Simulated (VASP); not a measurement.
# Zn (P6_3/mmc) in VASP: further runs

One crystal, Zn, is run at these levels: LDA; tasks: relaxation of cell and atoms, relaxation of shape and atoms at fixed volume.

All numbers are computed with VASP 6.6.1; they aren't measurements. Logs are shortened: lines on timing, memory, paths and dates and some standing lists are left out, and cuts for length are marked.

## (1) The crystal as given

It takes space group P6_3/mmc (No. 194, hexagonal). The conventional cell has a = 2.670 Å, b = 2.670 Å, c = 4.966 Å, α = 90.00°, β = 90.00°, γ = 120.00°. Zn (site symmetry -6m2) has 12 Zn at 2.67 to 2.92 Å as nearest neighbours.

## (2) Relaxation of cell and atoms, LDA

INCAR reads:

```
SYSTEM = Zn
  ALGO = Normal
  EDIFF = 1E-6
  EDIFFG = -0.01
  ENCUT = 600
  GGA = CA
  IBRION = 2
  ISIF = 3
  ISMEAR = 1
  LASPH = .True.
  LCHARG = .False.
  LREAL = .False.
  LWAVE = .False.
  NELM = 80
  NSW = 90
  PREC = Accurate
  SIGMA = 0.1
```

KPOINTS reads:

```
k-points
0
Gamma
  18 18 8
  0 0 0
```

POSCAR reads:

```
Zn
1.0
    2.6700000000      0.0000000000      0.0000000000
   -1.3350000000      2.3122878281      0.0000000000
    0.0000000000      0.0000000000      4.9660000000
Zn
2
Direct
    0.3333333333      0.6666666667      0.2500000000
    0.6666666667      0.3333333333      0.7500000000
```

Potentials or basis: VASP PAW LDA potentials, release 64 (Zn).

Launch:

```bash
$ cat potpaw_LDA.64/Zn/POTCAR > POTCAR
$ mpirun -np 1 vasp_std > vasp.out
```

OUTCAR:

```text
SYSTEM = Zn
   EDIFF = 1E-6
   EDIFFG = -0.01
   ENCUT = 600
   GGA = CA
   IBRION = 2
   ISIF = 3
   ISMEAR = 1
   LASPH = .True.
   LREAL = .False.
   NELM = 80
   NSW = 90
   PREC = Accurate

 ion  position               nearest neighbor table
   1  0.333  0.667  0.250-   2 2.92   2 2.92   2 2.92   2 2.92   2 2.92   2 2.92
   2  0.667  0.333  0.750-   1 2.92   1 2.92   1 2.92   1 2.92   1 2.92   1 2.92

  LATTYP: Found a hexagonal cell.
 ALAT       =     2.6700000000
 C/A-ratio  =     1.8599250936

  Lattice vectors:

 A1 = (   2.6700000000,   0.0000000000,   0.0000000000)
 A2 = (  -1.3350000000,   2.3122878281,   0.0000000000)
 A3 = (   0.0000000000,   0.0000000000,   4.9660000000)

Analysis of symmetry for initial positions (statically):
=====================================================================
 Subroutine PRICEL returns:
 Original cell was already a primitive cell.

 Routine SETGRP: Setting up the symmetry group for a
 hexagonal supercell.

 Subroutine GETGRP returns: Found 24 space group operations
 (whereof 12 operations were pure point group operations)
 out of a pool of 24 trial point group operations.

The static configuration has the point symmetry D_3d.
 The point group associated with its full space group is D_6h.

Analysis of symmetry for dynamics (positions and initial velocities):
=====================================================================
 Subroutine PRICEL returns:
 Original cell was already a primitive cell.

 Routine SETGRP: Setting up the symmetry group for a
 hexagonal supercell.

 Subroutine GETGRP returns: Found 24 space group operations
 (whereof 12 operations were pure point group operations)
 out of a pool of 24 trial point group operations.

The dynamic configuration has the point symmetry D_3d.
 The point group associated with its full space group is D_6h.

 Subroutine INISYM returns: Found 24 space group operations
 (whereof 12 operations are pure point group operations),
 and found     1 'primitive' translations

----------------------------------------------------------------------------------------

                                     Primitive cell

  volume of cell :      30.6591

  direct lattice vectors                    reciprocal lattice vectors
     2.670000000  0.000000000  0.000000000     0.374531835  0.216236056  0.000000000
    -1.335000000  2.312287828  0.000000000     0.000000000  0.432472112  0.000000000
     0.000000000  0.000000000  4.966000000     0.000000000  0.000000000  0.201369311

  length of vectors
     2.670000000  2.670000000  4.966000000     0.432472112  0.432472112  0.201369311

  position of ions in fractional coordinates (direct lattice)
     0.333333333  0.666666667  0.250000000
     0.666666667  0.333333333  0.750000000

  ion indices of the primitive-cell ions
   primitive index   ion index
                 1           1
                 2           2

----------------------------------------------------------------------------------------

 KPOINTS: k-points

Automatic generation of k-mesh.
 Grid dimensions read from file:
 generate k-points for:   18   18    8

 Generating k-lattice:

  Cartesian coordinates                     Fractional coordinates (reciprocal lattice)
     0.020807324  0.012013114  0.000000000     0.055555556  0.000000000  0.000000000
     0.000000000  0.024026228  0.000000000     0.000000000  0.055555556  0.000000000
     0.000000000  0.000000000  0.025171164     0.000000000  0.000000000  0.125000000

  Length of vectors
     0.024026228  0.024026228  0.025171164

  Shift w.r.t. Gamma in fractional coordinates (k-lattice)
     0.000000000  0.000000000  0.000000000

 Subroutine IBZKPT returns following result:
 ===========================================

 Found    185 irreducible k-points:

 Following reciprocal coordinates:
            Coordinates               Weight
  0.000000  0.000000  0.000000      1.000000
  0.055556  0.000000  0.000000      6.000000
  0.111111  0.000000  0.000000      6.000000
  0.166667  0.000000  0.000000      6.000000
  0.222222  0.000000  0.000000      6.000000
  0.277778  0.000000  0.000000      6.000000
[... 16 lines left out ...]
  0.333333  0.111111  0.000000     12.000000
  0.388889  0.111111  0.000000     12.000000
 [... further k-points ...]
   k-points           NKPTS =    185   k-points in BZ     NKDIM =    185   number of bands    NBANDS=     16
   number of dos      NEDOS =    301   number of ions     NIONS =      2
   total plane-waves  NPLWV =  23040
   dimension x,y,z NGX =    24 NGY =   24 NGZ =   40
   dimension x,y,z NGXF=    48 NGYF=   48 NGZF=   80
   ions per type =               2
   NGX,Y,Z   is equivalent  to a cutoff of  14.94, 14.94, 13.39 a.u.
   NGXF,Y,Z  is equivalent  to a cutoff of  29.89, 29.89, 26.78 a.u.
 SYSTEM =  Zn
   PREC   = accura    normal or accurate (medium, high low for compatibility)
   ISTART =      0    job   : 0-new  1-cont  2-samecut
   ICHARG =      2    charge: 1-file 2-atom 10-const
   ISPIN  =      1    spin polarized calculation?
   LNONCOLLINEAR =      F non collinear calculations
   LSORBIT =      F    spin-orbit coupling
   LASPH  =      T    aspherical Exc in radial PAW
   ENCUT  =  600.0 eV  44.10 Ry    6.64 a.u.   5.33  5.33  9.92*2*pi/ulx,y,z
   NELM   =     80;   NELMIN=  2; NELMDL= -5     # of ELM steps
   EDIFF  = 0.1E-05   stopping-criterion for ELM
   LREAL  =      F    real-space projection
   EDIFFG = -.1E-01   stopping-criterion for IOM
   NSW    =     90    number of steps for IOM
   IBRION =      2    ionic relax: 0-MD 1-quasi-New 2-CG
   NFREE  =      1    steps in history (QN), initial steepest desc. (CG)
   ISIF   =      3    stress and relaxation
   ISYM   =      2    0-nonsym 1-usesym 2-fastsym
   POTIM  = 0.5000    time-step for ionic-motion
   TEBEG  =    0.0;   TEEND  =   0.0 temperature during run
   PSTRESS=    0.0 pullay stress
   NELECT =      24.0000    total number of electrons
   NUPDOWN=      -1.0000    fix difference up-down
   EMIN   =  10.00;   EMAX   =-10.00  energy-range for DOS
   EFERMI =   0.00;   METHOD = LEGACY
   ISMEAR =     1;   SIGMA  =   0.10  broadening in eV -4-tet -1-fermi 0-gaus
   EFERMI_NEDOS =   21; number of points for ismear=-14 and -15
   IALGO  =     38    algorithm
   IMIX   =      4    mixing-type and parameters
     AMIX     =   0.40;   BMIX     =  1.00
     AMIX_MAG =   1.60;   BMIX_MAG =  1.00
  volume/ion in A,a.u.               =      15.33       103.45
  Fermi-wavevector in a.u.,A,eV,Ry     =   1.508778  2.851177 30.972445  2.276410
  Thomas-Fermi vector in A             =   2.619187
   LORBIT       =      0    0 simple, 1 ext, 2 COOP (PROOUT), +10 PAW based schemes
   GGA     = CA    functional components
   LHFCALC =     F    Hartree Fock is set to
   AEXX    =    0.0000 exact exchange contribution
   IVDW    =     0    specifies the selected vdW correction
   LEPSILON=     F    determine dielectric tensor
   LRPA    =     F    only Hartree local field effects (RPA)
 conjugate gradient relaxation of ions
 non-spin polarized calculation
 Methfessel and Paxton  Order N= 1 SIGMA  =   0.10
  energy-cutoff  :      600.00
  volume of cell :       30.66
 maximum number of plane-waves:      1064
 NGX is ok and might be reduce to    24
   NGX = 11   NGY = 11   NGZ = 19

--------------------------------------- Ionic step        1  -------------------------------------------

 number of electron      24.0000003 magnetization

 Free energy of the ion-electron system (eV)
  ---------------------------------------------------
  ext. energy  EPLUGINS =         0.00000000
  ---------------------------------------------------
  free energy    TOTEN  =        -3.65159310 eV

  energy without entropy =       -3.65161046  energy(sigma->0) =       -3.65159889

------------------------ aborting loop because EDIFF is reached ----------------------------------------

  FORCE on cell =-STRESS in cart. coord.  units (eV):
  Direction    XX          YY          ZZ          XY          YZ          ZX
  --------------------------------------------------------------------------------------
  -------------------------------------------------------------------------------------
  Total       -1.9101995     -1.9101995     -1.2569446      0.0000000      0.0000000      0.0000000
  in kB      -99.8227313    -99.8227313    -65.6850955      0.0000000      0.0000000      0.0000000
  external PRESSURE =     -88.4435194 kB  Pullay stress =       0.0000000 kB
[... 93 lines left out ...]
  energy  without entropy=       -3.7558552170  energy(sigma->0) =       -3.75615427

--------------------------------------- Ionic step        4  -------------------------------------------

 number of electron      23.9999978 magnetization

 Free energy of the ion-electron system (eV)
  ---------------------------------------------------
  ext. energy  EPLUGINS =         0.00000000
  ---------------------------------------------------
  free energy    TOTEN  =        -3.75642064 eV

  energy without entropy =       -3.75596691  energy(sigma->0) =       -3.75626939

 E-fermi :   3.7904     XC(G=0): -12.4372

 val. band max:        3.7861189450   @ k =   0.3333   0.2222   0.2500
 cond. band min:       3.8186367914   @ k =   0.3333   0.1667   0.1250
 fundamental gap:      0.0325178465
 Fermi energy:         3.7904273731

 k-point     1 :       0.0000    0.0000    0.0000
  band No.  band energies     occupation
      1      -7.6003      2.00000
      2      -5.5685      2.00000
      3      -4.7056      2.00000
      4      -4.4066      2.00000
      5      -4.4066      2.00000
      6      -4.3499      2.00000
[... 8 lines left out ...]
     15      21.5879      0.00000
     16      22.6991      0.00000
[... 420 lines left out ...]
  band No.  band energies     occupation
      1      -5.1809      2.00000
      2      -5.0770      2.00000
      3      -4.9527      2.00000
      4      -4.4186      2.00000
      5      -4.2373      2.00000
      6      -4.2339      2.00000
[... 8 lines left out ...]
     15       9.5897      0.00000
     16      10.8641      0.00000

 [... further k-points ...]

------------------------ aborting loop because EDIFF is reached ----------------------------------------

  FORCE on cell =-STRESS in cart. coord.  units (eV):
  Direction    XX          YY          ZZ          XY          YZ          ZX
  --------------------------------------------------------------------------------------
  -------------------------------------------------------------------------------------
  Total       -0.0185852     -0.0185852      0.0109604      0.0000000     -0.0000000      0.0000000
  in kB       -1.0845684     -1.0845684      0.6396098      0.0000000     -0.0000000      0.0000000
  external PRESSURE =      -0.5098423 kB  Pullay stress =       0.0000000 kB
[... 17 lines left out ...]
  FREE ENERGIE OF THE ION-ELECTRON SYSTEM (eV)
  ---------------------------------------------------
  free  energy   TOTEN  =        -3.7564206361 eV

  energy  without entropy=       -3.7559669125  energy(sigma->0) =       -3.75626939

 reached required accuracy - stopping structural energy minimisation
```

Wall time 73 s (1 thread of Intel Xeon 6975P-C (Granite Rapids), shared host); peak memory 0.22 GiB.

What came out:

| Quantity | Value |
| --- | --- |
| Free energy | -3.7564 eV |
| Relaxed volume | 13.73 Å³/atom |
| Relaxed cell | a = 2.561 Å, b = 2.561 Å, c = 4.833 Å, α = 90.00°, β = 90.00°, γ = 120.00° |
| Space group after relaxing (to 0.05 Å) | P6_3/mmc (No. 194) |
| Energy gained by relaxing | 52.4 meV/atom |
| Ionic steps | 4 |
| Pressure after relaxing | -0.1 GPa |
| Band gap on the k mesh | none (metal or under the smearing width) |

Stress tensor (GPa, compression positive):
```
-0.11  0.00  0.00
 0.00 -0.11  0.00
 0.00  0.00  0.06
```

Step by step:
```csv
step,energy change (eV),largest force (eV/Å),pressure (GPa),volume (Å³)
1,0.0000,0.0000,-8.84,30.66
2,-0.1029,0.0000,1.04,27.05
3,-0.1047,0.0000,0.37,27.34
4,-0.1048,0.0000,-0.05,27.45
```

Final structure:
```
Zn
1.0
     2.56120    0.00000    0.00000
    -1.28060    2.21806    0.00000
     0.00000    0.00000    4.83284
Zn
2
Direct
  0.33333 0.66667 0.25000
  0.66667 0.33333 0.75000
```

Caveat: the volume moved by -10 % from the deposited cell, more than functionals usually miss. Zero-point motion and thermal expansion aren't in these numbers.

## (3) Relaxation of cell and atoms, LDA

This run uses another cell than the first one, of 13.73 Å³/atom, 0.895 times its volume.

INCAR: that of step 2 with these lines changed.

```diff
@@ -2,4 +2,4 @@
   ALGO = Normal
-  EDIFF = 1E-6
-  EDIFFG = -0.01
+  EDIFF = 1E-7
+  EDIFFG = -0.005
   ENCUT = 600
```

KPOINTS is that of step 2.

POSCAR reads:

```
Zn                                      
1.0
    2.5611995481      0.0000000000      0.0000000000
   -1.2805997740      2.2180638728     -0.0000000000
    0.0000000000      0.0000000000      4.8328431416
  Zn            
     2
Direct
     0.3333333332999970    0.6666666667000030    0.2500000000000000
     0.6666666667000030    0.3333333332999970    0.7500000000000000
```

Potentials or basis: VASP PAW LDA potentials, release 64 (Zn).

Launch:

```bash
$ cat potpaw_LDA.64/Zn/POTCAR > POTCAR
$ mpirun -np 1 vasp_std > vasp.out
```

Wall time 1.7 min (1 thread of Intel Xeon 6975P-C (Granite Rapids), shared host); peak memory 0.2 GiB.

It converged, with:

| Property | Result |
| --- | --- |
| Free energy | -3.7549 eV |
| Relaxed volume | 13.74 Å³/atom |
| Relaxed cell | a = 2.559 Å, b = 2.559 Å, c = 4.846 Å, α = 90.00°, β = 90.00°, γ = 120.00° |
| Space group after relaxing (to 0.05 Å) | P6_3/mmc (No. 194) |
| Energy gained by relaxing | 0.0 meV/atom |
| Ionic steps | 7 |
| Pressure after relaxing | 0.0 GPa |
| Band gap on the k mesh | none (metal or under the smearing width) |

Final structure:
```cif
data_structure
_symmetry_space_group_name_H-M 'P 1'
_symmetry_Int_Tables_number 1
_cell_length_a 2.5589
_cell_length_b 2.5589
_cell_length_c 4.8455
_cell_angle_alpha 90.000
_cell_angle_beta 90.000
_cell_angle_gamma 120.000
_cell_volume 27.48
loop_
_atom_site_label
_atom_site_type_symbol
_atom_site_fract_x
_atom_site_fract_y
_atom_site_fract_z
_atom_site_occupancy
Zn1 Zn 0.33333 0.66667 0.25000 1
Zn2 Zn 0.66667 0.33333 0.75000 1
```

Levels at points of the mesh, in eV from the Fermi level:
```
           k point  band 10  band 11  band 12  band 13  band 14  band 15
(0.00, 0.00, 0.00)    -7.46    -7.46    -4.34    -3.36    13.66    17.70
(0.50, 0.00, 0.00)    -7.21    -3.20    -2.27     2.59     3.53     4.43
(0.00, 0.00, 0.50)    -7.55    -7.55    -7.55     4.39     4.39    20.36
(0.50, 0.00, 0.50)    -7.22    -2.26    -2.26     0.28     0.28    10.36
```

[end of part 1 of 2]
